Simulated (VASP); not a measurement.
# Cu3Au (Auricupride) (Pm-3m) in VASP: notebook

The runs below take Cu3Au (Auricupride) through single point, relaxation of cell and atoms, with PBE, PW91, AM05.

Everything below comes from runs of VASP 6.6.1. Logs are shortened: lines on timing, memory, paths and dates and some standing lists are left out, and cuts for length are marked.

**1. The structure**

Symmetry: Pm-3m, No. 221, cubic system. Conventional cell: a = 3.740 Å, b = 3.740 Å, c = 3.740 Å, α = 90.00°, β = 90.00°, γ = 90.00°. Au (site symmetry m-3m) has 12 Cu at 2.64 Å as nearest neighbours. Cu (site symmetry 4/mmm) is surrounded by 4 Au at 2.64 Å and 8 Cu at 2.64 Å.

**2. Single point, PBE**

File INCAR:

```
SYSTEM = Cu3Au
ALGO = Fast ; EDIFF = 1E-6
ENCUT = 520 ; GGA = PE
ISIF = 2 ; ISMEAR = 0
LASPH = .TRUE. ; LCHARG = .FALSE.
LREAL = .FALSE. ; LWAVE = .FALSE.
NELM = 60 ; PREC = Accurate
SIGMA = 0.011
```

File KPOINTS:

```
k-points
0
G
  7 7 7
  0 0 0
```

File POSCAR:

```
Cu3Au
1.0
    3.7400000000      0.0000000000      0.0000000000
    0.0000000000      3.7400000000      0.0000000000
    0.0000000000      0.0000000000      3.7400000000
Au Cu
1 3
Direct
    0.0000000000      0.0000000000      0.0000000000
    0.5000000000      0.5000000000      0.0000000000
    0.5000000000      0.0000000000      0.5000000000
    0.0000000000      0.5000000000      0.5000000000
```

Potentials or basis: VASP PAW PBE potentials, release 64 (Au, Cu).

Run with:

```
$ cat potpaw_PBE.64/Au/POTCAR potpaw_PBE.64/Cu/POTCAR > POTCAR
$ mpirun -np 1 vasp_std > vasp.out
```

OUTCAR:

```text
SYSTEM = Cu3Au
   EDIFF = 1E-6
   ENCUT = 520
   GGA = PE
   ISIF = 2
   ISMEAR = 0
   LASPH = .TRUE.
   LREAL = .FALSE.
   NELM = 60
   PREC = Accurate

 ion  position               nearest neighbor table
   1  0.000  0.000  0.000-   2 2.64   3 2.64   4 2.64   3 2.64   4 2.64   2 2.64   4 2.64   4 2.64
                             2 2.64   3 2.64   3 2.64   2 2.64
   2  0.500  0.500  0.000-   1 2.64   3 2.64   4 2.64   3 2.64   4 2.64   1 2.64   3 2.64   3 2.64
                             1 2.64   4 2.64   4 2.64   1 2.64
   3  0.500  0.000  0.500-   1 2.64   2 2.64   4 2.64   1 2.64   2 2.64   2 2.64   4 2.64   2 2.64
                             1 2.64   4 2.64   1 2.64   4 2.64
   4  0.000  0.500  0.500-   1 2.64   2 2.64   3 2.64   1 2.64   2 2.64   1 2.64   3 2.64   1 2.64
                             2 2.64   3 2.64   2 2.64   3 2.64

  LATTYP: Found a simple cubic cell.
 ALAT       =     3.7400000000

  Lattice vectors:

 A1 = (   3.7400000000,   0.0000000000,   0.0000000000)
 A2 = (   0.0000000000,   3.7400000000,   0.0000000000)
 A3 = (   0.0000000000,   0.0000000000,   3.7400000000)

Analysis of symmetry for initial positions (statically):
=====================================================================
 Subroutine PRICEL returns:
 Original cell was already a primitive cell.

 Routine SETGRP: Setting up the symmetry group for a
 simple cubic supercell.

 Subroutine GETGRP returns: Found 48 space group operations
 (whereof 48 operations were pure point group operations)
 out of a pool of 48 trial point group operations.

The static configuration has the point symmetry O_h .

Analysis of symmetry for dynamics (positions and initial velocities):
=====================================================================
 Subroutine PRICEL returns:
 Original cell was already a primitive cell.

 Routine SETGRP: Setting up the symmetry group for a
 simple cubic supercell.

 Subroutine GETGRP returns: Found 48 space group operations
 (whereof 48 operations were pure point group operations)
 out of a pool of 48 trial point group operations.

The dynamic configuration has the point symmetry O_h .

 Subroutine INISYM returns: Found 48 space group operations
 (whereof 48 operations are pure point group operations),
 and found     1 'primitive' translations

----------------------------------------------------------------------------------------

                                     Primitive cell

[... 90 lines left out ...]
   LREAL  =      F    real-space projection
   EDIFFG = 0.1E-04   stopping-criterion for IOM
   NSW    =      0    number of steps for IOM
   IBRION =     -1    ionic relax: 0-MD 1-quasi-New 2-CG
   NFREE  =      0    steps in history (QN), initial steepest desc. (CG)
   ISIF   =      2    stress and relaxation
   ISYM   =      2    0-nonsym 1-usesym 2-fastsym
   POTIM  = 0.5000    time-step for ionic-motion
   TEBEG  =    0.0;   TEEND  =   0.0 temperature during run
   PSTRESS=    0.0 pullay stress
   NELECT =      44.0000    total number of electrons
   NUPDOWN=      -1.0000    fix difference up-down
   EMIN   =  10.00;   EMAX   =-10.00  energy-range for DOS
   EFERMI =   0.00;   METHOD = LEGACY
   ISMEAR =     0;   SIGMA  =   0.01  broadening in eV -4-tet -1-fermi 0-gaus
   EFERMI_NEDOS =   21; number of points for ismear=-14 and -15
   IALGO  =     68    algorithm
   IMIX   =      4    mixing-type and parameters
     AMIX     =   0.40;   BMIX     =  1.00
     AMIX_MAG =   1.60;   BMIX_MAG =  1.00
  volume/ion in A,a.u.               =      13.08        88.26
  Fermi-wavevector in a.u.,A,eV,Ry     =   1.545328  2.920247 32.491255  2.388040
  Thomas-Fermi vector in A             =   2.650723
   LORBIT       =      0    0 simple, 1 ext, 2 COOP (PROOUT), +10 PAW based schemes
   GGA     = PE    functional components
   LHFCALC =     F    Hartree Fock is set to
   AEXX    =    0.0000 exact exchange contribution
   IVDW    =     0    specifies the selected vdW correction
   LEPSILON=     F    determine dielectric tensor
   LRPA    =     F    only Hartree local field effects (RPA)
 non-spin polarized calculation
 RMM-DIIS sequential band-by-band and
 Gauss-broadening in eV      SIGMA  =   0.01
  energy-cutoff  :      520.00
  volume of cell :       52.31
 maximum number of plane-waves:      1422
 NGX is ok and might be reduce to    28
   NGX = 13   NGY = 13   NGZ = 13

 number of electron      44.0000060 magnetization

 Free energy of the ion-electron system (eV)
  ---------------------------------------------------
  ext. energy  EPLUGINS =         0.00000000
  ---------------------------------------------------
  free energy    TOTEN  =       -14.55373911 eV

  energy without entropy =      -14.55329080  energy(sigma->0) =      -14.55351495

 E-fermi :   8.2680     XC(G=0): -12.7368

 val. band max:        8.2620033942   @ k =   0.4286   0.4286   0.0000
 cond. band min:       8.2803242363   @ k =   0.2857   0.2857   0.0000
 fundamental gap:      0.0183208421
 Fermi energy:         8.2679756052

 k-point     1 :       0.0000    0.0000    0.0000
  band No.  band energies     occupation
      1      -1.3348      2.00000
      2       1.9275      2.00000
      3       1.9275      2.00000
      4       2.7602      2.00000
      5       2.7602      2.00000
      6       2.7602      2.00000
[... 569 lines left out ...]
     25      11.3237      0.00000
     26      12.7190      0.00000

------------------------ aborting loop because EDIFF is reached ----------------------------------------

  FORCE on cell =-STRESS in cart. coord.  units (eV):
  Direction    XX          YY          ZZ          XY          YZ          ZX
  --------------------------------------------------------------------------------------
  -------------------------------------------------------------------------------------
  Total        1.8566301      1.8566301      1.8566301     -0.0000000      0.0000000      0.0000000
  in kB       56.8618723     56.8618723     56.8618723     -0.0000000      0.0000000      0.0000000
  external PRESSURE =      56.8618723 kB  Pullay stress =       0.0000000 kB

 VOLUME and BASIS-vectors are now :
 -----------------------------------------------------------------------------
  energy-cutoff  :      520.00
  volume of cell :       52.31
      direct lattice vectors                 reciprocal lattice vectors
     3.740000000  0.000000000  0.000000000     0.267379679  0.000000000  0.000000000
     0.000000000  3.740000000  0.000000000     0.000000000  0.267379679  0.000000000
     0.000000000  0.000000000  3.740000000     0.000000000  0.000000000  0.267379679

 POSITION                                       TOTAL-FORCE (eV/Angst)
 -----------------------------------------------------------------------------------
      0.00000      0.00000      0.00000         0.000000      0.000000      0.000000
      1.87000      1.87000      0.00000         0.000000      0.000000      0.000000
      1.87000      0.00000      1.87000         0.000000      0.000000      0.000000
      0.00000      1.87000      1.87000         0.000000      0.000000      0.000000
 -----------------------------------------------------------------------------------
    total drift:                                0.000000      0.000000      0.000000

  FREE ENERGIE OF THE ION-ELECTRON SYSTEM (eV)
  ---------------------------------------------------
  free  energy   TOTEN  =       -14.5537391084 eV

  energy  without entropy=      -14.5532908009  energy(sigma->0) =      -14.55351495
```

stdout:

```text
POSCAR found type information on POSCAR AuCu
 POSCAR found :  2 types and       4 ions
 scaLAPACK will be used
 LDA part: xc-table for (Slater+PW92), standard interpolation
 POSCAR, INCAR and KPOINTS ok, starting setup
 FFT: planning ... GRIDC
 FFT: planning ... GRID_SOFT
 FFT: planning ... GRID
 WAVECAR not read
 entering main loop
```

It took 53 s on 1 thread of Intel Xeon Platinum 8375C at 2.90GHz (Ice Lake), shared host; peak memory 0.16 GiB.

What came out:

| Quantity | Value |
| --- | --- |
| Free energy | -14.5537 eV |
| Pressure | 5.7 GPa |
| Band gap on the k mesh | none (metal or under the smearing width) |

Spin-orbit coupling is left out, which matters for the levels of Au.

**3. Relaxation of cell and atoms, PW91**

File INCAR:

```
SYSTEM = Cu3Au
PREC = Accurate
ENCUT = 600
EDIFF = 1E-6
ISMEAR = -1
SIGMA = 0.05
LREAL = .FALSE.
LASPH = .TRUE.
NELM = 60
ALGO = Normal
ISIF = 3
LWAVE = .FALSE.
LCHARG = .FALSE.
GGA = 91
IBRION = 2
NSW = 40
EDIFFG = -0.01
```

File KPOINTS:

```
Automatic mesh
0
G
  7 7 7
  0 0 0
```

POSCAR is that of step 2.

Potentials or basis: VASP PAW PBE potentials, release 64 (Au, Cu).

Run with:

```
$ cat potpaw_PBE.64/Au/POTCAR potpaw_PBE.64/Cu/POTCAR > POTCAR
$ mpirun -np 1 vasp_std > vasp.out
```

It took 2.1 min on 1 thread of Intel Xeon Platinum 8375C at 2.90GHz (Ice Lake), shared host; peak memory 0.19 GiB.

It converged, with:

* Free energy: -14.6227 eV
* Relaxed volume: 13.59 Å³/atom
* Relaxed cell: a = 3.788 Å, b = 3.788 Å, c = 3.788 Å, α = 90.00°, β = 90.00°, γ = 90.00°
* Space group after relaxing (to 0.05 Å): Pm-3m (No. 221)
* Energy gained by relaxing: 8.9 meV/atom
* Ionic steps: 3
* Pressure after relaxing: 0.0 GPa
* Band gap on the k mesh: none (metal or under the smearing width)

Step by step:
```tsv
step	energy change (eV)	largest force (eV/Å)	pressure (GPa)	volume (Å³)
1	0.0000	0.0000	5.96	52.31
2	-0.0127	0.0000	-4.23	56.08
3	-0.0357	0.0000	0.03	54.35
```

Final structure:
```
Au Cu
1.0
     3.78782    0.00000    0.00000
     0.00000    3.78782    0.00000
     0.00000    0.00000    3.78782
Au Cu
1 3
Direct
  0.00000 0.00000 0.00000
  0.50000 0.50000 0.00000
  0.50000 0.00000 0.50000
  0.00000 0.50000 0.50000
```

Levels at points of the mesh, in eV from the Fermi level:
```csv
k point,band 19,band 20,band 21,band 22,band 23,band 24,band 25,band 26
"(0.00, 0.00, 0.00)",-1.32,-1.32,-1.32,1.41,1.41,1.41,5.88,7.36
```

Caveat: the PAW data sets were made with another functional, which shifts forces and pressure a little.

**4. Relaxation of cell and atoms, AM05**

File INCAR:

```
SYSTEM = Cu3Au
PREC     = Accurate       ! precision mode
ENCUT    = 600            ! plane-wave cutoff, eV
EDIFF    = 1E-6           ! SCF threshold, eV
ISMEAR   = -1             ! smearing method
SIGMA    = 0.05           ! smearing width, eV
LREAL    = .False.        ! projectors in reciprocal space
LASPH    = .True.         ! aspherical terms in the spheres
NELM     = 100            ! most SCF steps
ALGO     = Normal         ! electronic algorithm
ISIF     = 3              ! what is computed and relaxed
LWAVE    = .False.        ! write WAVECAR
LCHARG   = .False.        ! write CHGCAR
GGA      = AM             ! functional
IBRION   = 2              ! ionic algorithm
NSW      = 60             ! ionic steps
EDIFFG   = -0.02          ! ionic threshold
```

File KPOINTS:

```
Automatic mesh
0
Gamma
  7 7 7
  0 0 0
```

POSCAR is that of step 3.

Run with:

```
$ cat potpaw_PBE.64/Au/POTCAR potpaw_PBE.64/Cu/POTCAR > POTCAR
$ mpirun -np 1 vasp_std > vasp.out
```

Run time: 3 min. Hardware: 1 thread of Intel Xeon Platinum 8375C at 2.90GHz (Ice Lake), shared host; peak memory 0.19 GiB.

It converged, with:

```
Free energy                            : -15.9983 eV
Relaxed volume                         : 12.78 Å³/atom
Relaxed cell                           : a = 3.711 Å, b = 3.711 Å, c = 3.711 Å, α = 90.00°, β = 90.00°, γ = 90.00°
Space group after relaxing (to 0.05 Å) : Pm-3m (No. 221)
Energy gained by relaxing              : 3.4 meV/atom
Ionic steps                            : 3
Pressure after relaxing                : 0.0 GPa
Band gap on the k mesh                 : none (metal or under the smearing width)
```

Step by step:
| step | energy change (eV) | largest force (eV/Å) | pressure (GPa) | volume (Å³) |
| --- | --- | --- | --- | --- |
| 1 | 0.0000 | 0.0000 | -3.47 | 52.31 |
| 2 | -0.0043 | 0.0000 | 3.28 | 50.20 |
| 3 | -0.0135 | 0.0000 | 0.02 | 51.12 |

Final structure:
```yaml
crystal:
  lattice:
    - [3.71131, 0.00000, 0.00000]
    - [0.00000, 3.71131, 0.00000]
    - [0.00000, 0.00000, 3.71131]
  atoms:
    - { symbol: Au, position: [0.00000, 0.00000, 0.00000] }
    - { symbol: Cu, position: [0.50000, 0.50000, 0.00000] }
    - { symbol: Cu, position: [0.50000, 0.00000, 0.50000] }
    - { symbol: Cu, position: [0.00000, 0.50000, 0.50000] }
```

Levels at points of the mesh, in eV from the Fermi level:
```
           k point  band 20  band 21  band 22  band 23  band 24  band 25
(0.00, 0.00, 0.00)    -1.33    -1.33     1.25     1.25     1.25     6.21
```

Caveat: the PAW data sets were made with another functional, which shifts forces and pressure a little. Spin-orbit coupling is left out, which matters for the levels of Au.

**5. Single point, PBE**

File INCAR:

```
SYSTEM = Cu3Au
ALGO = Fast
EDIFF = 1E-6
ENCUT = 520
GGA = PE
ISIF = 2
ISMEAR = 0
LASPH = .TRUE.
LCHARG = .FALSE.
LREAL = .FALSE.
LWAVE = .FALSE.
NBANDS = 30
NELM = 60
PREC = Accurate
SIGMA = 0.012
```

File KPOINTS:

```
k-points
0
G
  7 7 7
  0 0 0
```

POSCAR is that of step 4.

Run with:

```
$ cat potpaw_PBE.64/Au/POTCAR potpaw_PBE.64/Cu/POTCAR > POTCAR
$ mpirun -np 1 vasp_std > vasp.out
```

Wall time 18 s (1 thread of Intel Xeon 6975P-C (Granite Rapids), shared host); peak memory 0.16 GiB.

The run converged. Its results:

```yaml
Free_energy: -14.5538 eV
Pressure: 5.5 GPa
Band_gap_on_the_k_mesh: none (metal or under the smearing width)
```

Levels at points of the mesh, in eV from the Fermi level:
```csv
k point,band 19,band 20,band 21,band 22,band 23,band 24,band 25,band 26
"(0.00, 0.00, 0.00)",-1.30,-1.30,-1.30,1.35,1.35,1.35,6.11,7.69
```

The run has no spin-orbit coupling, so splittings on Au are missing.

**6. Single point, PBE**

File INCAR:

```
SYSTEM = Cu3Au
ALGO = Normal ; EDIFF = 1E-6
ENCUT = 520 ; GGA = PE
ISIF = 2 ; ISMEAR = 0
LASPH = .True. ; LCHARG = .False.
LREAL = .False. ; LWAVE = .False.
NBANDS = 30 ; NELM = 100
PREC = Accurate ; SIGMA = 0.016
```

File KPOINTS:

```
k-points
0
Gamma
  7 7 7
  0 0 0
```

POSCAR is that of step 5.

Potentials or basis: VASP PAW PBE potentials, release 64 (Au, Cu).

Run with:

```
$ cat potpaw_PBE.64/Au/POTCAR potpaw_PBE.64/Cu/POTCAR > POTCAR
$ mpirun -np 1 vasp_std > vasp.out
```

It took 22 s on 1 thread of Intel Xeon Platinum 8488C (Sapphire Rapids), shared host; peak memory 0.16 GiB.

It converged, with:

```
Free energy            : -14.5540 eV
Pressure               : 5.3 GPa
Band gap on the k mesh : none (metal or under the smearing width)
```

Levels at points of the mesh, in eV from the Fermi level:
```csv
k point,band 18,band 19,band 20,band 21,band 22,band 23,band 24,band 25,band 26,band 27
"(0.00, 0.00, 0.00)",-1.46,-1.30,-1.30,-1.30,1.35,1.35,1.35,6.11,7.68,7.68
```

The run has no spin-orbit coupling, so splittings on Au are missing.

**7. Summary**

```tsv
task	level	cell	cutoff (eV)	smearing	gap on the mesh (eV)	pressure (GPa)	relaxed volume (Å³/atom)
single point	PBE	as given	520	gaussian 0.011 eV	none	5.7	-
relaxation of cell and atoms	PW91	relaxed	600	fermi-dirac 0.05 eV	none	0.0	13.59
relaxation of cell and atoms	AM05	relaxed	600	fermi-dirac 0.05 eV	none	0.0	12.78
single point	PBE	as given	520	gaussian 0.012 eV	none	5.5	-
single point	PBE	as given	520	gaussian 0.016 eV	none	5.3	-
```

Alike in all rows: potentials or basis VASP PAW PBE potentials, release 64 (Au, Cu); no spin polarisation; k mesh 7 × 7 × 7.

Every run on the cell as given and a fine mesh finds a metal.

Caveats: the PAW data sets were made with another functional, which shifts forces and pressure a little (some runs).

Total energies depend on the potentials used, so only differences within one code and one set of settings carry meaning.
